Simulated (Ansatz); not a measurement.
# C: consecutive steps of a trajectory

All numbers below come from DFT PBE+D3(BJ), scalar-relativistic, plane waves, PAW (Ansatz). Cutoff 420 eV, shifted (0.5, 0.5, 0.5 steps) 4×4×2 k-points, Fermi–Dirac smearing of 0.069 eV. The mesh is coarse. No spin polarisation.

18 atoms, starting at 1.02 times the perfect crystal's volume (space group R-3m, the cell as given, not relaxed at this level); Langevin thermostat at 800 K (friction 0.05 fs⁻¹), fixed cell; 60 steps of 2 fs. The run is short and not equilibrated.

Positions in Å, velocities in 0.01 Å/fs, forces in eV/Å; dE is the potential energy from the first frame shown.

```xyz
18
Lattice="1.2362 3.5685 -3.3692 -2.4723 -2.8548 -3.3692 -4.9446 2.8548 3.3692" Properties=species:S:1:pos:R:3:v100:R:3:forces:R:3 pbc="T T T" time_fs=40.00 dE_eV=0.0000 T_K=780
C    -3.7932    3.5795   -1.6375   -0.6046    0.1601    0.6969    3.1850    0.3765    2.1208
C    -1.1838   -0.7457   -1.5628   -0.4408    0.4796   -0.1262   -2.8803    0.8724    0.4158
C    -2.4779    1.4232   -1.5566   -1.3071   -0.2710   -0.0426   -0.1698   -0.3743    0.0216
C    -1.3240    3.5845   -1.5354   -0.7241    0.7358    0.0789    2.6967   -1.3625    0.1816
C    -3.7589    2.1044    1.7046    0.0644   -1.3675   -0.4482    2.3852    2.8711    1.8555
C    -0.0737    1.3632   -1.6224    0.1007    1.0524    2.0289    2.5110    3.3809    0.7612
C    -1.3279    0.7455   -5.0024   -1.0968   -0.3631    0.1371    2.9413   -2.3668    1.2486
C    -3.6684   -0.7014   -1.6265    0.8322    0.4983    0.6409   -2.6219    0.3815    0.5031
C    -4.9477    1.4853   -1.6189   -0.2611    0.8877    1.4970   -1.0474   -0.7432    0.8173
C    -4.9643    4.2879   -1.5012   -0.7591   -0.0529    0.6486   -2.4042   -0.8520   -1.7420
C    -2.4294   -0.0404   -1.5923   -0.0675   -0.7921   -0.3519   -0.8959    1.6377    0.1780
C    -3.6755    2.2104   -1.5439   -0.2583   -1.4001   -0.1232   -2.4393   -3.4717   -0.9463
C    -2.5332    4.2774   -1.4659    0.8481    0.4997   -0.6971   -0.2731    0.2446   -2.1244
C    -4.9578    2.8522    1.8086    0.1165   -0.9794   -0.1902    0.6225   -2.1313   -0.9219
C    -1.2603    2.1089   -1.5370    0.0024    1.5583    0.2353   -0.8174    1.7990   -0.3394
C    -2.4978    1.4358   -4.9586   -0.5986    0.0639    0.4875   -2.8318    1.0251   -0.1455
C    -4.9712    0.0584   -1.5918   -0.9087   -0.0113   -0.3032    1.1665   -2.2568   -0.8042
C    -6.2513    2.1293   -1.5668   -1.2080    0.3589    0.1967    0.8727    0.9697   -1.0798
18
Lattice="1.2362 3.5685 -3.3692 -2.4723 -2.8548 -3.3692 -4.9446 2.8548 3.3692" Properties=species:S:1:pos:R:3:v100:R:3:forces:R:3 pbc="T T T" time_fs=42.00 dE_eV=-0.0528 T_K=819
C    -3.8017    3.5851   -1.6291   -0.2427    0.3479    0.1328    3.2400   -0.2941    2.0277
C    -1.1957   -0.7354   -1.5637   -0.6709    0.4681    0.0341   -1.9605   -0.0983    0.3943
C    -2.5030    1.4143   -1.5558   -1.0558   -0.5971    0.1216    1.6275   -0.0452   -0.0564
C    -1.3326    3.5978   -1.5362   -0.0699    0.5699   -0.1552    3.5153   -1.6606    0.2044
C    -3.7514    2.0804    1.7014    0.6562   -0.8941    0.1111    2.0278    4.6191    1.5343
C    -0.0722    1.3886   -1.5812    0.0047    1.3231    2.0528    1.9994    1.2891    0.2346
C    -1.3426    0.7390   -4.9985   -0.4071   -0.2402    0.2554    2.5822   -1.7423    1.3037
C    -3.6512   -0.6928   -1.6156    0.7657    0.3004    0.4361   -4.2447   -0.3980    0.3022
C    -4.9530    1.5028   -1.5907   -0.3417    0.7412    1.2855   -1.9097   -2.2462    0.2841
C    -4.9880    4.2883   -1.4928   -1.5247    0.0837    0.1900   -1.3357   -0.9645   -1.8206
C    -2.4302   -0.0575   -1.5990    0.0017   -0.7935   -0.3105   -0.6725    3.1940    0.3472
C    -3.6881    2.1784   -1.5458   -0.9926   -1.6096   -0.0444   -2.3215   -1.0202   -0.7386
C    -2.5151    4.2894   -1.4864    0.8025    0.5872   -1.3235   -2.1646   -1.1534   -1.7492
C    -4.9495    2.8295    1.8002    0.6690   -1.1316   -0.6299   -0.0191   -0.1676   -0.6328
C    -1.2590    2.1414   -1.5279    0.0349    1.5690    0.6783   -1.9503    0.2048   -0.2766
C    -2.5112    1.4420   -4.9469   -0.6884    0.5557    0.6715   -2.1698    1.0227   -0.2756
C    -4.9872    0.0555   -1.6008   -0.6213   -0.2244   -0.5694    2.0416   -1.5747   -0.4312
C    -6.2712    2.1381   -1.5657   -0.7081    0.5285   -0.0464    1.7147    1.0354   -0.6515
18
Lattice="1.2362 3.5685 -3.3692 -2.4723 -2.8548 -3.3692 -4.9446 2.8548 3.3692" Properties=species:S:1:pos:R:3:v100:R:3:forces:R:3 pbc="T T T" time_fs=44.00 dE_eV=0.0263 T_K=847
C    -3.8006    3.5876   -1.6250    0.2821   -0.1233    0.2703    2.3037   -0.6007    1.8662
C    -1.2103   -0.7224   -1.5649   -0.7237    0.7464   -0.1667   -1.0610   -1.1523    0.3336
C    -2.5224    1.4069   -1.5511   -0.8134   -0.1322    0.3386    2.5442    0.0301   -0.1404
C    -1.3274    3.5999   -1.5409    0.5769   -0.3056   -0.3083    3.3441   -0.9820    0.2741
C    -3.7369    2.0689    1.7040    0.7409   -0.1873    0.1081    1.3375    5.4808    1.0956
C    -0.0674    1.4116   -1.5488    0.4183    0.8662    1.1505    1.2556   -0.0888   -0.2577
C    -1.3487    0.7304   -4.9916   -0.2778   -0.5200    0.4330    1.6563   -0.4332    1.2645
C    -3.6461   -0.6944   -1.6049   -0.3268   -0.4532    0.6180   -5.1364   -0.2794    0.0996
C    -4.9650    1.5148   -1.5589   -0.9051    0.3549    1.8388   -2.5818   -3.4956   -0.3582
C    -5.0235    4.2896   -1.4906   -1.8595    0.0298    0.0287    0.7554   -1.1581   -1.8360
C    -2.4354   -0.0703   -1.5993   -0.5087   -0.3767    0.2962   -0.5377    4.4853    0.4312
C    -3.7104    2.1404   -1.5515   -1.1800   -1.9973   -0.5074   -1.5124    1.3834   -0.4516
C    -2.5017    4.2970   -1.5128    0.4721    0.0714   -1.2828   -3.0756   -2.4192   -1.3522
C    -4.9413    2.8096    1.7823    0.0999   -0.7385   -1.1172   -0.5598    1.4059   -0.1575
C    -1.2617    2.1733   -1.5166   -0.3219    1.4738    0.4538   -2.1893   -1.5471   -0.3103
C    -2.5225    1.4613   -4.9374   -0.3672    1.2702    0.2728   -1.3207   -0.2307   -0.3826
C    -4.9995    0.0475   -1.6143   -0.5640   -0.5167   -0.7324    2.5710   -0.7806    0.0992
C    -6.2842    2.1568   -1.5664   -0.5549    1.2936    0.0076    2.2069    0.3822   -0.2172
18
Lattice="1.2362 3.5685 -3.3692 -2.4723 -2.8548 -3.3692 -4.9446 2.8548 3.3692" Properties=species:S:1:pos:R:3:v100:R:3:forces:R:3 pbc="T T T" time_fs=46.00 dE_eV=0.0689 T_K=861
C    -3.7994    3.5809   -1.6148   -0.2423   -0.5384    0.7168    1.3828   -0.4449    1.5581
C    -1.2242   -0.7132   -1.5657   -0.6388    0.1352    0.0875   -0.7250   -1.6013    0.2570
C    -2.5330    1.3992   -1.5466   -0.2419   -0.6182    0.1084    2.5392    0.2843   -0.1900
C    -1.3040    3.5964   -1.5470    1.6176    0.0887   -0.3015    1.5072    0.6259    0.2785
C    -3.7217    2.0752    1.7070    0.7081    0.7693    0.1684    0.3767    4.8558    0.7349
C    -0.0619    1.4302   -1.5259    0.0530    0.9430    1.0958    0.2909   -0.7117   -0.7068
C    -1.3475    0.7231   -4.9822    0.3207   -0.0813    0.4937    0.6822    1.1848    1.0851
C    -3.6609   -0.7065   -1.5898   -1.0976   -0.6317    0.8727   -4.4468    1.2882   -0.1646
C    -4.9869    1.5144   -1.5227   -1.2674   -0.4375    1.7250   -2.3695   -4.0184   -1.0768
C    -5.0593    4.2968   -1.4909   -1.5577    0.6574   -0.0506    2.7985   -1.6342   -1.7291
C    -2.4446   -0.0671   -1.5908   -0.4264    0.6941    0.5503   -0.7462    4.4561    0.4280
C    -3.7346    2.1014   -1.5597   -1.1777   -1.7539   -0.2806   -0.7592    3.1669   -0.0743
C    -2.5021    4.3021   -1.5347   -0.4694    0.3819   -0.8826   -2.5208   -3.2158   -1.0597
C    -4.9418    2.7958    1.7603   -0.1427   -0.5401   -1.0421   -0.5491    2.6260    0.3353
C    -1.2749    2.2041   -1.5100   -0.9308    1.4549    0.2044   -1.3205   -3.4698   -0.3127
C    -2.5285    1.4866   -4.9359   -0.1791    1.0897   -0.1223   -0.6467   -2.3915   -0.3403
C    -5.0008    0.0370   -1.6284    0.4212   -0.4811   -0.6285    2.3639   -0.1511    0.6993
C    -6.2897    2.1793   -1.5724    0.0003    0.8517   -0.5638    2.1425   -0.8491    0.2781
18
Lattice="1.2362 3.5685 -3.3692 -2.4723 -2.8548 -3.3692 -4.9446 2.8548 3.3692" Properties=species:S:1:pos:R:3:v100:R:3:forces:R:3 pbc="T T T" time_fs=48.00 dE_eV=0.1256 T_K=684
C    -3.7985    3.5707   -1.6028    0.2889   -0.4612    0.4591    0.7669   -0.1708    1.2065
C    -1.2278   -0.7169   -1.5652    0.2310   -0.4361   -0.0445   -1.2840   -0.7961    0.1676
C    -2.5351    1.3893   -1.5461   -0.0214   -0.3144   -0.0566    1.9733    1.0219   -0.1850
C    -1.2708    3.6006   -1.5511    1.5005    0.4003   -0.1199   -0.9808    1.4735    0.1840
C    -3.7099    2.0903    1.7117    0.3971    0.6501    0.2701   -0.5752    3.7337    0.4270
C    -0.0620    1.4464   -1.5068   -0.1187    0.6514    0.7776   -0.4032   -1.0356   -1.1473
C    -1.3372    0.7224   -4.9709    0.6333    0.0807    0.6090   -0.2770    1.9852    0.8268
C    -3.6911   -0.7196   -1.5694   -1.7647   -0.5114    1.1412   -2.4461    3.2897   -0.4433
C    -5.0128    1.5003   -1.4879   -1.2292   -0.9466    1.7041   -1.1772   -3.7125   -1.7262
C    -5.0868    4.3083   -1.4903   -1.0589    0.4311    0.1247    4.4381   -2.3260   -1.5494
C    -2.4530   -0.0478   -1.5807   -0.4343    1.1059    0.4609   -0.9340    2.8839    0.4275
C    -3.7530    2.0746   -1.5670   -0.6509   -0.8706   -0.4187   -0.5847    3.8989    0.2953
C    -2.5139    4.3087   -1.5536   -0.6060    0.2480   -0.9927   -1.2401   -3.5486   -0.7818
C    -4.9474    2.7935    1.7407   -0.3869    0.3530   -0.8893   -0.1518    3.1732    0.7668
C    -1.2934    2.2250   -1.5084   -0.8231    0.5568   -0.0379   -0.1340   -4.4963   -0.2521
C    -2.5283    1.5029   -4.9392    0.2405    0.4071   -0.1926   -0.1548   -4.1114   -0.1894
C    -4.9882    0.0219   -1.6358    0.7544   -0.9841   -0.0704    1.3767    0.3895    1.2028
C    -6.2897    2.1923   -1.5814   -0.0306    0.3891   -0.3014    1.7878   -1.6522    0.7703
18
Lattice="1.2362 3.5685 -3.3692 -2.4723 -2.8548 -3.3692 -4.9446 2.8548 3.3692" Properties=species:S:1:pos:R:3:v100:R:3:forces:R:3 pbc="T T T" time_fs=50.00 dE_eV=0.1134 T_K=680
C    -3.7893    3.5613   -1.5924    0.5737   -0.4687    0.5533    0.0615   -0.1120    0.8527
C    -1.2271   -0.7256   -1.5680   -0.2016   -0.3259   -0.2397   -1.8673    0.5328    0.1560
C    -2.5330    1.3849   -1.5532    0.1841   -0.0711   -0.6461    1.3130    1.7375   -0.1082
C    -1.2453    3.6119   -1.5516    0.9226    0.6602    0.0577   -2.6427    0.6604    0.0248
C    -3.6987    2.1070    1.7174    0.6425    0.8960    0.2828   -1.5650    2.1695    0.1734
C    -0.0663    1.4582   -1.4951   -0.3329    0.5187    0.3720   -0.7357   -1.2625   -1.4556
C    -1.3266    0.7248   -4.9637    0.4015    0.1576    0.1019   -0.6527    2.0007    0.7169
C    -3.7347   -0.7246   -1.5559   -2.3597    0.0739    0.2077    0.5209    4.1380   -0.4807
C    -5.0311    1.4728   -1.4566   -0.5004   -1.7116    1.3841    0.0510   -2.5795   -2.2036
C    -5.0963    4.3170   -1.4881    0.1707    0.4001    0.0993    5.2056   -2.8855   -1.4388
C    -2.4611   -0.0206   -1.5673   -0.3799    1.4367    0.8677   -1.0627    0.6648    0.2818
C    -3.7650    2.0618   -1.5752   -0.5603   -0.4136   -0.3708   -0.7542    3.8947    0.6395
C    -2.5234    4.3020   -1.5741   -0.2650   -0.8271   -1.0249   -0.1838   -2.4763   -0.4752
C    -4.9506    2.8024    1.7231    0.0898    0.5151   -0.8388    0.1860    2.9680    1.1180
C    -1.3105    2.2268   -1.5135   -0.7993   -0.3331   -0.4680    0.9321   -3.9724   -0.1667
C    -2.5221    1.5074   -4.9397    0.3866    0.0005    0.1450   -0.0617   -4.5746   -0.1232
C    -4.9689    0.0031   -1.6319    1.0527   -0.8438    0.4711   -0.2750    1.0376    1.4190
C    -6.2875    2.1950   -1.5819    0.2352   -0.1418    0.2733    1.5308   -1.9413    1.0700
18
Lattice="1.2362 3.5685 -3.3692 -2.4723 -2.8548 -3.3692 -4.9446 2.8548 3.3692" Properties=species:S:1:pos:R:3:v100:R:3:forces:R:3 pbc="T T T" time_fs=52.00 dE_eV=0.0558 T_K=713
C    -3.7813    3.5538   -1.5762    0.1741   -0.3072    1.0349   -0.5370   -0.3750    0.4188
C    -1.2267   -0.7316   -1.5686    0.2360   -0.1901    0.1803   -1.9262    1.5455    0.1250
C    -2.5305    1.3806   -1.5665   -0.0023   -0.2705   -0.6802    0.5548    2.8410    0.0359
C    -1.2322    3.6296   -1.5525    0.3150    0.9711   -0.1516   -3.5279   -1.1236   -0.1137
C    -3.6901    2.1235    1.7246    0.1425    0.6101    0.4168   -2.4747    0.3877   -0.0799
C    -0.0736    1.4656   -1.4888   -0.3945    0.2238    0.2386   -0.6999   -1.2320   -1.6275
C    -1.3156    0.7249   -4.9634    0.7007   -0.1680   -0.0596   -0.5369    1.7325    0.8009
C    -3.7767   -0.7123   -1.5554   -1.5760    1.0437   -0.1394    3.7831    2.7666   -0.2459
C    -5.0370    1.4314   -1.4344   -0.0452   -2.2624    0.8247    0.6340   -0.5150   -2.3872
C    -5.0828    4.3166   -1.4877    1.1395   -0.4411   -0.0472    4.7785   -2.8766   -1.3231
C    -2.4678    0.0076   -1.5514   -0.2908    1.2000    0.6913   -1.0738   -1.5786   -0.0069
C    -3.7789    2.0598   -1.5795   -0.8129    0.1665   -0.0430   -0.5529    3.2466    0.8856
C    -2.5338    4.2776   -1.5952   -0.6908   -1.4305   -1.0639    0.7805   -0.1102   -0.1091
C    -4.9486    2.8208    1.7075    0.1134    1.2628   -0.6944    0.1303    2.1859    1.4627
C    -1.3275    2.2183   -1.5220   -0.8215   -0.4223   -0.3750    1.9638   -2.7506   -0.0917
C    -2.5144    1.5047   -4.9373    0.3785   -0.1922    0.0883   -0.0917   -3.5894   -0.1849
C    -4.9511   -0.0073   -1.6195    0.5581   -0.1733    0.7599   -2.3519    1.3774    1.2880
C    -6.2797    2.1886   -1.5725    0.5062   -0.5047    0.6750    1.1479   -1.9323    1.1530
```

What is the next frame? The thermostat's random kicks make it one of many possible.

```xyz
18
Lattice="1.2362 3.5685 -3.3692 -2.4723 -2.8548 -3.3692 -4.9446 2.8548 3.3692" Properties=species:S:1:pos:R:3:v100:R:3:forces:R:3 pbc="T T T" time_fs=54.00 dE_eV=0.1062 T_K=743
C    -3.7798    3.5493   -1.5521   -0.0451   -0.1866    1.3322   -0.8552   -0.9515   -0.0860
C    -1.2233   -0.7402   -1.5684    0.0874   -0.6253   -0.1677   -2.0844    2.1508    0.0472
C    -2.5337    1.3816   -1.5770   -0.3537    0.4544   -0.3554   -0.0040    3.9320    0.1270
C    -1.2287    3.6484   -1.5541    0.0210    0.7704   -0.0228   -3.6883   -2.7883   -0.2349
C    -3.6873    2.1364    1.7283    0.0910    0.5683   -0.0627   -3.0740   -0.9855   -0.2328
C    -0.0841    1.4667   -1.4832   -0.6260   -0.0885    0.3230   -0.2633   -0.8697   -1.6952
C    -1.3010    0.7266   -4.9635    0.7547    0.2616    0.0495   -0.5813    0.7516    0.8592
C    -3.7956   -0.6903   -1.5597   -0.1569    0.9835   -0.2764    5.8241    0.5317   -0.0337
C    -5.0325    1.3843   -1.4223    0.4865   -2.2269    0.3910    0.5029    2.2524   -2.2468
C    -5.0587    4.2989   -1.4954    1.2093   -1.2352   -0.6996    3.9786   -1.6560   -1.0536
C    -2.4821    0.0316   -1.5420   -1.0962    1.0536    0.2351   -0.4513   -3.4468   -0.2084
C    -3.7950    2.0713   -1.5755   -0.7590    0.8851    0.4547   -0.0576    1.9936    1.0063
C    -2.5462    4.2433   -1.6145   -0.4733   -1.7888   -0.8361    1.7091    2.4907    0.2556
C    -4.9458    2.8414    1.6998    0.1440    0.7125   -0.0551   -0.1349    1.1091    1.6747
C    -1.3408    2.2095   -1.5313   -0.4526   -0.3741   -0.5419    2.6612   -1.7058    0.0220
C    -2.5020    1.4989   -4.9378    0.8435   -0.2604   -0.1430   -0.3515   -2.0470   -0.2309
C    -4.9431   -0.0096   -1.6019    0.1348   -0.0928    0.9756   -3.7064    0.8829    0.9429
C    -6.2678    2.1741   -1.5564    0.6405   -0.9154    0.9294    0.5763   -1.6441    1.0873
```